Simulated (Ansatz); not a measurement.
**A strain series on WSe2 (P-6m2): uniaxial along z, other directions held**

A 3-atom cell of WSe2 (P-6m2) from a materials database, relaxed with r2SCAN+rVV10 in Ansatz 0.2.0, then strained (uniaxial along z, other directions held; changes of length per length, axes as in the cell below) with the atoms relaxed again within the symmetry that is left. Space group P-6m2 (No. 187), hexagonal; conventional cell a = 3.297 Å, c = 7.184 Å, 22.55 Å³ an atom. W has 6 Se at 2.53 Å; Se has 3 W at 2.53 Å. Spin-unpolarised throughout; all numbers are computed.

```
W Se
1.0
     3.29721    0.00000    0.00000
    -1.64861    2.85547    0.00000
     0.00000    0.00000    7.18427
W Se
1 2
Direct
  0.00000 0.00000 0.00000
  0.33333 0.66667 0.23192
  0.33333 0.66667 0.76808
```

Gaps are the least over each mesh (PBE 12×12×4, r2SCAN 12×12×4, HSE06 6×6×4 when unstrained) and the special points, which keep their unstrained names.

```csv
strain (%),"gap, PBE (eV)","gap, r2SCAN (eV)","gap, HSE06 (eV)","edges, HSE06"
-0.41,1.348,1.468,1.868,A → Γ–K (0.53)
0.0,1.367,1.487,1.889,A → Γ–K (0.53)
+4.23,1.466,1.605,1.971,H → Γ–K (0.52)
```

Problem. Estimate the row for a strain of -4.21 %.

Solution.
```csv
strain (%),"gap, PBE (eV)","gap, r2SCAN (eV)","gap, HSE06 (eV)","edges, HSE06"
-4.21,1.151,1.264,1.648,A → Γ–K (0.53)
```

Between zero and the nearest strains the slope of the HSE06 gap against strain is +0.050 eV per percent for negative and +0.019 for positive strain.

Spin-orbit coupling is left out, which matters wherever the heavy atoms make up the band edges.

Where an edge lies off the special points, it is a point of the mesh or the k point where a search put PBE's edge or least direct gap, reused for the other functionals, whose own edges may lie a little apart.

The meshes of the hybrids are coarse, so their gaps aren't converged to the digits shown.
